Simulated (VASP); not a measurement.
**A VASP 6.6.1 single-point calculation on LiCl**

INCAR

```
ENCUT = 520
ISMEAR = -1
NBANDS = 18
IBRION = -1
BMIX = 3
SIGMA = 0.02
EDIFF = 1E-7
ISIF = 2
NSW = 0
LASPH = .TRUE.
NELECT = 20.1
LWAVE = .FALSE.
LCHARG = .FALSE.
GGA = PE
PREC = Accurate
NELM = 80
LREAL = .FALSE.
```

KPOINTS

```
KPOINTS created by Atomic Simulation Environment
0
Gamma
15 15 5
0 0 0
```

POSCAR

```
Li Cl
 1.0000000000000000
     3.8941840841100865    0.0000000000286279   -0.0000000000000000
    -1.9470920420798359    3.3724623438380581    0.0000000000000000
    -0.0000000000000000   -0.0000000000000000    6.2244574210738799
 Li  Cl
   2   2
Cartesian
 -0.0000000000165285  2.2483082292349144 -0.0194643248504133
  1.9470920420467788  1.1241541146317715  3.0927643856865266
 -0.0000000000165285  2.2483082292349144  2.3536358577531180
  1.9470920420467788  1.1241541146317715  5.4658645682900575
```

The recommended PBE PAW datasets give the neutral cell 20 valence electrons.

Command

```
mpirun -np 1 vasp_std
```

How does this run end, and what does it give?

It converged. Results: pressure 2.4 GPa.

OSZICAR

```
N       E                     dE             d eps       ncg     rms          rms(c)
DAV:   1     0.132371183008E+03    0.13237E+03   -0.88665E+03  2916   0.107E+03
DAV:   2     0.782914526500E+00   -0.13159E+03   -0.12715E+03  3572   0.236E+02
DAV:   3    -0.140950631243E+02   -0.14878E+02   -0.14807E+02  5020   0.681E+01
DAV:   4    -0.145902323077E+02   -0.49517E+00   -0.49310E+00  4324   0.138E+01
DAV:   5    -0.146195817995E+02   -0.29349E-01   -0.29332E-01  4536   0.278E+00    0.407E+00
DAV:   6    -0.144225734787E+02    0.19701E+00   -0.98897E-02  3862   0.158E+00    0.281E+00
DAV:   7    -0.142927610018E+02    0.12981E+00   -0.35567E-01  3220   0.278E+00    0.104E+00
DAV:   8    -0.143186066387E+02   -0.25846E-01   -0.52056E-02  4532   0.116E+00    0.520E-01
DAV:   9    -0.143315420679E+02   -0.12935E-01   -0.91814E-03  3300   0.574E-01    0.266E-01
DAV:  10    -0.143368599916E+02   -0.53179E-02   -0.86338E-03  3208   0.492E-01    0.131E-01
DAV:  11    -0.143391947231E+02   -0.23347E-02   -0.27890E-03  3168   0.268E-01    0.164E-01
DAV:  12    -0.143393350385E+02   -0.14032E-03   -0.23552E-04  3712   0.801E-02    0.879E-02
DAV:  13    -0.143393670062E+02   -0.31968E-04   -0.31269E-04  3112   0.906E-02    0.342E-02
DAV:  14    -0.143394110847E+02   -0.44078E-04   -0.64283E-05  3600   0.479E-02    0.154E-02
DAV:  15    -0.143394249546E+02   -0.13870E-04   -0.89997E-06  3552   0.193E-02    0.474E-03
DAV:  16    -0.143394242544E+02    0.70015E-06   -0.36019E-06  3446   0.105E-02    0.450E-03
DAV:  17    -0.143394270651E+02   -0.28107E-05   -0.22659E-06  3100   0.888E-03    0.155E-03
DAV:  18    -0.143394271015E+02   -0.36394E-07   -0.96862E-08  3722   0.194E-03
   1 F= -.14339427E+02 E0= -.14339181E+02  d E =-.491221E-03
```

Standard output (part)

```
POSCAR found type information on POSCAR LiCl
 POSCAR found :  2 types and       4 ions
 LDA part: xc-table for (Slater+PW92), standard interpolation
 POSCAR, INCAR and KPOINTS ok, starting setup
 WAVECAR not read
 entering main loop
 the old and the new charge density differ
    0.407E+00
```

The cell is charged and sits in a uniform background.

For comparison, a separate PBE run of the intended cell, on usual settings and not on those above, gives a gap of 6.03 eV on its mesh and a pressure of 0.6 GPa.
